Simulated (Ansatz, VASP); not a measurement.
Two plane-wave programs on Rb

```
CELL_PARAMETERS angstrom
-4.39557 4.39557 2.39787
4.39557 -4.39557 2.39787
4.39557 4.39557 -2.39787
ATOMIC_POSITIONS crystal
Rb 0.00000 0.00000 0.00000
Rb 0.75000 0.25000 0.50000
```

Alike in both runs: task single point; functional r2SCAN; k mesh 4 × 4 × 4; occupations gaussian, width 0.1 eV; no spin polarisation.

|  | VASP | Ansatz |
| --- | --- | --- |
| version | VASP 6.6.1 | Ansatz 0.2.0 |
| potentials or method | VASP PAW PBE potentials, release 64 (Rb_sv) | scalar-relativistic, plane waves, PAW |
| plane-wave cutoff (eV) | 520 | 500 |
| valence electrons in the cell | 18 | 18 |

|  | VASP | Ansatz | Ansatz less VASP |
| --- | --- | --- | --- |
| gap on the k mesh at the Fermi level (eV) | none | none | - |
| pressure (GPa) | 0.1 | 0.1 | -0.01 |
| largest component of the traceless stress (GPa) | 0.12 | 0.12 | 0.000 |

A gap of «none» marks a metal or a gap that the smearing closes. With one functional, cell and mesh, what is left measures potentials, basis and numerics.

Caveats: the k mesh is coarse (spacing up to 0.37 Å⁻¹), so the values aren't converged; the PAW data sets were made with another functional, which shifts forces and pressure a little (VASP).
